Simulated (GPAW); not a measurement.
Zn in GPAW: the effect of functional

The system is Zn.

```
Zn
1.0
     0.00000    1.96478    1.96478
     1.96478    0.00000    1.96478
     1.96478    1.96478    0.00000
Zn
1
Cartesian
  0.0000 0.0000 0.0000
```

This isn't the form of Zn at room conditions, which is hcp.

Alike in all runs:

| Item | Value |
| --- | --- |
| Program | GPAW 26.7.0 |
| Task | band structure |
| Cutoff | 600 eV |
| Basis | pw |
| k mesh | 12 × 12 × 12 |
| Occupations | fermi-dirac, width 0.05 eV |
| Spin | no spin polarisation |

Problem. One run gave: pressure -4.3 GPa. Which functional did it use?
A. LDA
B. r2SCAN
C. PBEsol
D. BLYP

Solution. B.

```tsv
functional	potentials or basis	pressure (GPa)
PBEsol	PAW data sets generated in the run's folder for this functional	-5.4
LDA	the program's PAW data sets (release 1.2.1) made for this functional	-8.9
BLYP	PAW data sets generated in the run's folder for this functional	5.6
r2SCAN	GPAW PAW data sets (gpaw-data 1.2.1)	-4.3
```

Caveats: the PAW data sets were made with another functional, which shifts forces and pressure a little (some runs).

Not every run made on this cell is shown here.
